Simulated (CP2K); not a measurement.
Crystal: InP.

```
In P
1.0
     4.14435    0.00000    0.00000
     2.07218    3.58911    0.00000
     2.07218    1.19637    3.38385
In P
1 1
Direct
  0.00000 0.00000 0.00000
  0.75000 0.75000 0.75000
```

Base run:

| Property | Result |
| --- | --- |
| Program | CP2K 2026.2 |
| Functional | rev-vdW-DF2 |
| Potentials or basis | POTENTIAL_UZH In GTH-PBE-q13, P GTH-PBE-q5; TZVP-MOLOPT-PBE-GTH basis |
| Density cutoff | 9184 eV |
| k mesh | 8 × 8 × 8 |
| Occupations | fermi-dirac, width 0.05 eV |
| Spin | no spin polarisation |

Its results: band gap on the k mesh 0.58 eV, direct; pressure 3.3 GPa.

**Question.** After a change of settings the same cell gave: band gap on the k mesh 0.51 eV, direct; pressure 0.5 GPa. Which change was it?
A. functional from rev-vdW-DF2 to TPSS
B. functional from rev-vdW-DF2 to RPBE
C. functional from rev-vdW-DF2 to LDA

**Answer.** C.

Caveats: the potentials were made for another functional, which shifts forces and pressure; spin-orbit coupling is left out, which moves the levels of the heavy elements; the basis of atomic orbitals isn't converged, which shifts pressures, moduli and gaps.

Not every run made on this cell is shown here.
